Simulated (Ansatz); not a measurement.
Relaxed bulk PbF$_{2}$, space group Fm-3m (No. 225):

Space group Fm-3m (No. 225). a = 6.000 Å, b = 6.000 Å, c = 6.000 Å, α = 90.00°, β = 90.00°, γ = 90.00°
| atom | site | symmetry | x | y | z |
| --- | --- | --- | --- | --- | --- |
| Pb | 4a | m-3m | 0.0000 | 0.0000 | 0.0000 |
| F | 8c | -43m | 0.2500 | 0.7500 | 0.7500 |

Miller indices refer to the conventional cell of Fm-3m (No. 225), a = 6.000 Å, b = 6.000 Å, c = 6.000 Å, α = 90.00°, β = 90.00°, γ = 90.00°. The bulk's gap is 4.42 eV.

Consider the (100) slab of 9 planes, 12.0 Å thick with 15 Å of vacuum as cut; outer planes F (top) and F (bottom), all atoms relaxed.

These are results of DFT PBE, scalar-relativistic, plane waves, PAW (Ansatz 0.2.0), not measurements. Cutoff 420 eV; k points 6×6×1 on the computed 14-atom cell (Γ-centred); Gaussian smearing, width 0.05 eV; no spin polarisation. The cell repeats along c with a dipole correction in the vacuum.

The slab isn't stoichiometric (Pb2F5), so its surface energy depends on the chemical potentials; it is given with the excess atoms taken from the elements' standard states. The bulk is an insulator but this unreconstructed slab is metallic: the cut is polar, off stoichiometry or leaves dangling bonds, and a real surface would compensate by reconstruction, vacancies or adsorbates.

Question: Estimate the surface energy in the limit rich in the excess atoms' elements.

Answer: -0.36 J/m².

Question: Give the gap of the slab on the mesh.

Answer: None (metal or semimetal).

Question: Estimate the work function.

Answer: 8.22 eV.

Question: Predict the bulk valence band top under the vacuum level.

Answer: 8.36 eV.

Question: Predict the bulk conduction band bottom under the vacuum level.

Answer: 3.94 eV.

Question: The top two planes lie 1.500 Å apart in the bulk. How does relaxation change this?

Answer: The spacing becomes 0.907 Å (-39.5 %).

A polar slab this thin has no middle like the bulk, so its surface energy and work functions can be far off.

Spin-orbit coupling is left out, which matters for the bands of heavy elements.

The top two spacings change in opposite senses (-39.5 and +10.8 %).
